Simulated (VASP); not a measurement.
# Li (Im-3m) in VASP: further runs, part 2 of 2

VASP 6.6.1. Earlier steps stand in the parts before.

### Step 3. Relaxation of cell and atoms, LDA

This run uses another cell than the first one, of 20.89 Å³/atom, 1.099 times its volume.

The input, INCAR:

```
SYSTEM = Li
PREC = Accurate
ENCUT = 600
EDIFF = 1E-6
ISMEAR = 1
SIGMA = 0.1
LREAL = .False.
LASPH = .True.
NELM = 100
ALGO = Fast
ISIF = 3
LWAVE = .False.
LCHARG = .False.
IBRION = 2
NSW = 80
EDIFFG = -0.005
```

The input, KPOINTS:

```
Automatic mesh
0
Gamma
  20 20 20
  0 0 0
```

The input, POSCAR:

```
Li
1.0
    3.4700000000      0.0000000000      0.0000000000
    0.0000000000      3.4700000000      0.0000000000
    0.0000000000      0.0000000000      3.4700000000
Li
2
Direct
    0.0000000000      0.0000000000      0.0000000000
    0.5000000000      0.5000000000      0.5000000000
```

Potentials or basis: VASP PAW LDA potentials, release 64 (Li_sv).

Launch:

```bash
cat potpaw_LDA.64/Li_sv/POTCAR > POTCAR
mpirun -np 1 vasp_std > vasp.out
```

OUTCAR:

```text
SYSTEM = Li
   PREC = Accurate
   ENCUT = 600
   EDIFF = 1E-6
   ISMEAR = 1
   LREAL = .False.
   LASPH = .True.
   NELM = 100
   ISIF = 3
   IBRION = 2
   NSW = 80
   EDIFFG = -0.005

 ion  position               nearest neighbor table
   1  0.000  0.000  0.000-
   2  0.500  0.500  0.500-

  LATTYP: Found a simple cubic cell.
 ALAT       =     3.4700000000

  Lattice vectors:

 A1 = (   3.4700000000,   0.0000000000,   0.0000000000)
 A2 = (   0.0000000000,   3.4700000000,   0.0000000000)
 A3 = (   0.0000000000,   0.0000000000,   3.4700000000)

Analysis of symmetry for initial positions (statically):
=====================================================================
 Subroutine PRICEL returns following result:

  LATTYP: Found a body centered cubic cell.
 ALAT       =     3.4700000000

  Lattice vectors:

 A1 = (   1.7350000000,   1.7350000000,  -1.7350000000)
 A2 = (  -1.7350000000,   1.7350000000,   1.7350000000)
 A3 = (   1.7350000000,  -1.7350000000,   1.7350000000)

   2 primitive cells build up your supercell.

 Routine SETGRP: Setting up the symmetry group for a
 simple cubic supercell.

 Subroutine GETGRP returns: Found 48 space group operations
 (whereof 48 operations were pure point group operations)
 out of a pool of 48 trial point group operations.

The static configuration has the point symmetry O_h .

Analysis of symmetry for dynamics (positions and initial velocities):
=====================================================================
 Subroutine PRICEL returns following result:

  LATTYP: Found a body centered cubic cell.
 ALAT       =     3.4700000000

  Lattice vectors:

 A1 = (   1.7350000000,   1.7350000000,  -1.7350000000)
 A2 = (  -1.7350000000,   1.7350000000,   1.7350000000)
 A3 = (   1.7350000000,  -1.7350000000,   1.7350000000)

   2 primitive cells build up your supercell.

 Routine SETGRP: Setting up the symmetry group for a
 simple cubic supercell.

 Subroutine GETGRP returns: Found 48 space group operations
 (whereof 48 operations were pure point group operations)
 out of a pool of 48 trial point group operations.

The dynamic configuration has the point symmetry O_h .

 Subroutine INISYM returns: Found 48 space group operations
 (whereof 48 operations are pure point group operations),
 and found     2 'primitive' translations

----------------------------------------------------------------------------------------

                                     Primitive cell

  volume of cell :      20.8910

  direct lattice vectors                    reciprocal lattice vectors
     1.735000000  1.735000000 -1.735000000     0.288184438  0.288184438  0.000000000
    -1.735000000  1.735000000  1.735000000    -0.000000000  0.288184438  0.288184438
     1.735000000 -1.735000000  1.735000000     0.288184438  0.000000000  0.288184438

  length of vectors
     3.005108151  3.005108151  3.005108151     0.407554341  0.407554341  0.407554341

  position of ions in fractional coordinates (direct lattice)
     0.000000000  0.000000000  0.000000000
[... 60 lines left out ...]
   total plane-waves  NPLWV =  21952
   dimension x,y,z NGX =    28 NGY =   28 NGZ =   28
   dimension x,y,z NGXF=    56 NGYF=   56 NGZF=   56
   ions per type =               2
   NGX,Y,Z   is equivalent  to a cutoff of  13.41, 13.41, 13.41 a.u.
   NGXF,Y,Z  is equivalent  to a cutoff of  26.83, 26.83, 26.83 a.u.
 SYSTEM =  Li
   PREC   = accura    normal or accurate (medium, high low for compatibility)
   ISTART =      0    job   : 0-new  1-cont  2-samecut
   ICHARG =      2    charge: 1-file 2-atom 10-const
   ISPIN  =      1    spin polarized calculation?
   LNONCOLLINEAR =      F non collinear calculations
   LSORBIT =      F    spin-orbit coupling
   LASPH  =      T    aspherical Exc in radial PAW
   ENCUT  =  600.0 eV  44.10 Ry    6.64 a.u.   6.93  6.93  6.93*2*pi/ulx,y,z
   NELM   =    100;   NELMIN=  2; NELMDL= -5     # of ELM steps
   EDIFF  = 0.1E-05   stopping-criterion for ELM
   LREAL  =      F    real-space projection
   EDIFFG = -.5E-02   stopping-criterion for IOM
   NSW    =     80    number of steps for IOM
   IBRION =      2    ionic relax: 0-MD 1-quasi-New 2-CG
   NFREE  =      1    steps in history (QN), initial steepest desc. (CG)
   ISIF   =      3    stress and relaxation
   ISYM   =      2    0-nonsym 1-usesym 2-fastsym
   POTIM  = 0.5000    time-step for ionic-motion
   TEBEG  =    0.0;   TEEND  =   0.0 temperature during run
   PSTRESS=    0.0 pullay stress
   NELECT =       6.0000    total number of electrons
   NUPDOWN=      -1.0000    fix difference up-down
   EMIN   =  10.00;   EMAX   =-10.00  energy-range for DOS
   EFERMI =   0.00;   METHOD = LEGACY
   ISMEAR =     1;   SIGMA  =   0.10  broadening in eV -4-tet -1-fermi 0-gaus
   EFERMI_NEDOS =   21; number of points for ismear=-14 and -15
   IALGO  =     68    algorithm
   IMIX   =      4    mixing-type and parameters
     AMIX     =   0.40;   BMIX     =  1.00
     AMIX_MAG =   1.60;   BMIX_MAG =  1.00
  volume/ion in A,a.u.               =      20.89       140.98
  Fermi-wavevector in a.u.,A,eV,Ry     =   0.857293  1.620048  9.999611  0.734951
  Thomas-Fermi vector in A             =   1.974324
   LORBIT       =      0    0 simple, 1 ext, 2 COOP (PROOUT), +10 PAW based schemes
   GGA     = CA    functional components
   LHFCALC =     F    Hartree Fock is set to
   AEXX    =    0.0000 exact exchange contribution
   IVDW    =     0    specifies the selected vdW correction
   LEPSILON=     F    determine dielectric tensor
   LRPA    =     F    only Hartree local field effects (RPA)
 conjugate gradient relaxation of ions
 non-spin polarized calculation
 RMM-DIIS sequential band-by-band and
 Methfessel and Paxton  Order N= 1 SIGMA  =   0.10
  energy-cutoff  :      600.00
  volume of cell :       41.78
 maximum number of plane-waves:      1418
 NGX is ok and might be reduce to    28
   NGX = 13   NGY = 13   NGZ = 13

--------------------------------------- Ionic step        1  -------------------------------------------

 number of electron       6.0000015 magnetization

 Free energy of the ion-electron system (eV)
  ---------------------------------------------------
  ext. energy  EPLUGINS =         0.00000000
  ---------------------------------------------------
  free energy    TOTEN  =        -4.07264562 eV

  energy without entropy =       -4.07215647  energy(sigma->0) =       -4.07248257

------------------------ aborting loop because EDIFF is reached ----------------------------------------

  FORCE on cell =-STRESS in cart. coord.  units (eV):
  Direction    XX          YY          ZZ          XY          YZ          ZX
  --------------------------------------------------------------------------------------
  -------------------------------------------------------------------------------------
  Total       -0.3511190     -0.3511190     -0.3511190      0.0000000      0.0000000      0.0000000
  in kB      -13.4640742    -13.4640742    -13.4640742      0.0000000      0.0000000      0.0000000
  external PRESSURE =     -13.4640742 kB  Pullay stress =       0.0000000 kB
[... 95 lines left out ...]
--------------------------------------- Ionic step        4  -------------------------------------------

 number of electron       5.9999978 magnetization

 Free energy of the ion-electron system (eV)
  ---------------------------------------------------
  ext. energy  EPLUGINS =         0.00000000
  ---------------------------------------------------
  free energy    TOTEN  =        -4.09220884 eV

  energy without entropy =       -4.09176112  energy(sigma->0) =       -4.09205960

 E-fermi :   0.8594     XC(G=0):  -7.3454

 val. band max:        0.8415580733   @ k =   0.4000   0.0500   0.0500
 cond. band min:       0.8599161254   @ k =   0.4000   0.4000   0.2500
 fundamental gap:      0.0183580521
 Fermi energy:         0.8593521261

 k-point     1 :       0.0000    0.0000    0.0000
  band No.  band energies     occupation
      1     -44.6659      2.00000
      2     -44.6170      2.00000
      3      -2.7636      2.00000
      4       6.5474      0.00000
      5       6.5474      0.00000
      6       6.5474      0.00000
      7       9.0371      0.00000
[... 221 lines left out ...]
 k-point    24 :       0.2000    0.1000    0.0000
  band No.  band energies     occupation
      1     -44.6592      2.00000
      2     -44.6217      2.00000
      3      -2.2857      2.00000
      4       3.6971      0.00000
      5       6.1354      0.00000
      6       7.1884      0.00000
      7      10.5925      0.00000

 [... further k-points ...]

------------------------ aborting loop because EDIFF is reached ----------------------------------------

  FORCE on cell =-STRESS in cart. coord.  units (eV):
  Direction    XX          YY          ZZ          XY          YZ          ZX
  --------------------------------------------------------------------------------------
  -------------------------------------------------------------------------------------
  Total       -0.0018730     -0.0018730     -0.0018730      0.0000000      0.0000000     -0.0000000
  in kB       -0.0800848     -0.0800848     -0.0800848      0.0000000      0.0000000     -0.0000000
  external PRESSURE =      -0.0800848 kB  Pullay stress =       0.0000000 kB
[... 17 lines left out ...]
  FREE ENERGIE OF THE ION-ELECTRON SYSTEM (eV)
  ---------------------------------------------------
  free  energy   TOTEN  =        -4.0922088389 eV

  energy  without entropy=       -4.0917611244  energy(sigma->0) =       -4.09205960

 reached required accuracy - stopping structural energy minimisation
```

Wall time 78 s (1 thread of Intel Xeon 6975P-C (Granite Rapids), shared host); peak memory 0.2 GiB.

Results:

```
Free energy                            : -4.0922 eV
Relaxed volume                         : 18.74 Å³/atom
Relaxed cell                           : a = 3.346 Å, b = 3.346 Å, c = 3.346 Å, α = 90.00°, β = 90.00°, γ = 90.00°
Space group after relaxing (to 0.05 Å) : Im-3m (No. 229)
Energy gained by relaxing              : 9.8 meV/atom
Ionic steps                            : 4
Pressure after relaxing                : 0.0 GPa
Band gap on the k mesh                 : none (metal or under the smearing width)
```

The path:
```tsv
step	energy change (eV)	largest force (eV/Å)	pressure (GPa)	volume (Å³)
1	0.0000	0.0000	-1.35	41.78
2	-0.0080	0.0000	-1.10	40.73
3	-0.0195	0.0000	-0.08	37.68
4	-0.0196	0.0000	-0.01	37.47
```

Final structure:
```
Li
1.0
     3.34628    0.00000    0.00000
     0.00000    3.34628    0.00000
     0.00000    0.00000    3.34628
Li
2
Direct
  0.00000 0.00000 0.00000
  0.50000 0.50000 0.50000
```

Levels at points of the mesh, in eV from the Fermi level:
| k point | band 1 | band 2 | band 3 | band 4 | band 5 | band 6 | band 7 |
| --- | --- | --- | --- | --- | --- | --- | --- |
| (0.00, 0.00, 0.00) | -45.53 | -45.48 | -3.62 | 5.69 | 5.69 | 5.69 | 8.18 |
| (0.50, 0.00, 0.00) | -45.50 | -45.50 | -1.17 | -1.17 | 8.86 | 8.86 | 8.86 |
| (0.50, 0.50, 0.00) | -45.50 | -45.50 | 0.18 | 0.18 | 3.54 | 3.54 | 10.73 |
| (0.50, 0.50, 0.50) | -45.49 | -45.49 | 3.48 | 3.48 | 3.48 | 3.48 | 3.48 |

Caveat: the cutoff is under 1.25 times the usual one of these potentials, so pressure, stress and relaxed cells hold a basis-set (Pulay) error.
